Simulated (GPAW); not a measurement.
CdTe:

```
Te Cd
1.0
     0.00000    3.20500    3.20500
     3.20500    0.00000    3.20500
     3.20500    3.20500    0.00000
Te Cd
1 1
Direct
  0.25000 0.25000 0.25000
  0.00000 0.00000 0.00000
```

Base run:

```yaml
Program: GPAW 26.7.0
Functional: TB-mBJ
Potentials_or_basis: GPAW PAW data sets for LDA (gpaw-data 1.2.1)
Cutoff: 600 eV
Basis: pw
k_mesh: 6 × 6 × 6
Occupations: fermi-dirac, width 0.05 eV
Spin: no spin polarisation
```

Its results: band gap on the k mesh 1.90 eV, direct.

Question: The run is repeated on the same cell with these changes: functional from TB-mBJ to PBE; potentials or basis from GPAW PAW data sets for LDA (gpaw-data 1.2.1) to GPAW PAW data sets (gpaw-data 1.2.1), other valence; valence electrons from 18 to 28. What comes out?

Answer: Band gap on the k mesh 0.88 eV, direct.

Caveats: spin-orbit coupling is left out, which moves the levels of the heavy elements; a model potential gives levels but no total energy (some runs).

Not every run made on this cell is shown here.
